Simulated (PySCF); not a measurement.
Species: phenolate, C₆H₅O (charge -1).
Atom-mapped SMILES: `[O-:1][c:2]1[cH:3][cH:4][cH:5][cH:6][cH:7]1` (hydrogens: H8 on C3; H9 on C4; H10 on C5; H11 on C6; H12 on C7)

The same species was optimised twice, with GFN2-xTB and with PBE0-D3(BJ)/def2-SVP (PySCF), and the same property calculations (PySCF, gas phase) were run on both structures.

```tsv
coordinate	GFN2-xTB	PBE0-D3(BJ)/def2-SVP	change
C2–C7 (Å)	1.432	1.451	+0.019
C2–C3 (Å)	1.432	1.451	+0.019
C6–C7 (Å)	1.372	1.387	+0.015
C3–C4 (Å)	1.372	1.386	+0.014
C4–C5 (Å)	1.390	1.403	+0.013
C5–C6 (Å)	1.390	1.403	+0.013
O1–C2 (Å)	1.261	1.253	-0.008
C3–C2–C7 (°)	114.2	113.0	-1.2
C4–C5–C6 (°)	118.2	117.3	-0.9
O1–C2–C7 (°)	122.9	123.6	+0.7
C2–C7–C6 (°)	122.5	123.1	+0.6
O1–C2–C3 (°)	122.9	123.5	+0.6
C2–C3–C4 (°)	122.5	123.0	+0.5
C3–C4–C5 (°)	121.3	121.8	+0.5
C5–C6–C7 (°)	121.3	121.7	+0.4
```

Rotational constants: A = 5787, B = 2745, C = 1862 MHz (GFN2-xTB) against A = 5721, B = 2685, C = 1827 MHz (PBE0-D3(BJ)/def2-SVP). Point groups within 0.08 Å: C2v and C2v.

On the GFN2-xTB structure: HOMO (eV) -0.18 [PBE0/pcSseg-1]; LUMO (eV) 4.91 [PBE0/pcSseg-1]; GIAO shielding of O1 (ppm) -21.2 [PBE0/pcSseg-1]; GIAO shielding of C2 (ppm) 7.7 [PBE0/pcSseg-1]; GIAO shielding of C3/C7 (mean) (ppm) 63.5 [PBE0/pcSseg-1]; GIAO shielding of C4/C6 (mean) (ppm) 55.4 [PBE0/pcSseg-1]; GIAO shielding of C5 (ppm) 88.3 [PBE0/pcSseg-1].

Problem. What do these properties become on the PBE0-D3(BJ)/def2-SVP structure?

Solution. 
| property | level | on GFN2-xTB | on PBE0-D3(BJ)/def2-SVP | change |
| --- | --- | --- | --- | --- |
| HOMO (eV) | PBE0/pcSseg-1 | -0.18 | -0.23 | -0.05 |
| LUMO (eV) | PBE0/pcSseg-1 | 4.91 | 4.83 | -0.08 |
| energy, GFN2-xTB geometry as zero (kcal/mol) | PBE0/pcSseg-1 | 0.0 | -0.5 | -0.5 |
| GIAO shielding of O1 (ppm) | PBE0/pcSseg-1 | -21.2 | -21.8 | -0.6 |
| GIAO shielding of C2 (ppm) | PBE0/pcSseg-1 | 7.7 | 7.1 | -0.6 |
| GIAO shielding of C3/C7 (mean) (ppm) | PBE0/pcSseg-1 | 63.5 | 60.3 | -3.2 |
| GIAO shielding of C4/C6 (mean) (ppm) | PBE0/pcSseg-1 | 55.4 | 52.8 | -2.6 |
| GIAO shielding of C5 (ppm) | PBE0/pcSseg-1 | 88.3 | 85.8 | -2.5 |

The heavy atoms differ by 0.018 Å rms after alignment. Among bonds between heavy atoms C2–C3 and C2–C7 change most and about equally (+0.019 Å). Changes are differences of the printed values. Neither structure is proved a minimum here. Geometry: PBE0-D3(BJ)/def2-SVP; no solvent, vibrations or thermal averaging.
